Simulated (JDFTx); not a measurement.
# BP in JDFTx: tuning threads

BP:

```xyz
2
Lattice="0.0000 2.2690 2.2690 2.2690 0.0000 2.2690 2.2690 2.2690 0.0000" Properties=species:S:1:pos:R:3 pbc="T T T"
P     3.4035    3.4035    3.4035
B     0.0000    0.0000    0.0000
```

* Program: JDFTx 1.7.0 (patched build)
* Task: tuning run
* Functional: PBE
* Potentials or basis: PseudoDojo-SR-PBE-0.5-standard with smoothed tails
* Cutoff: 1034 eV
* Density cutoff: 8272 eV
* k mesh: 10 × 10 × 10
* Occupations: fermi-dirac, width 0.05 eV
* Spin: no spin polarisation

These are the settings of the first run; the series varies threads, with any setting tied to it.

Hardware: Arm Neoverse N1.

```csv
threads,energy less the last converged row (meV/atom),SCF cycles,wall time (s),peak memory (GiB)
1,0.00,13,69,0.08
2,0.00,13,49,0.07
4,0.00,13,42,0.07
8,0.00,13,74,0.08
16,0.00,13,170,0.1
32,0.00,13,360,0.12
```

Fastest here: 4 (42 s), level within noise with 2; slowest of those that converged: 32 (360 s). These are single runs, one after another on one machine, so differences under about a fifth mean little.
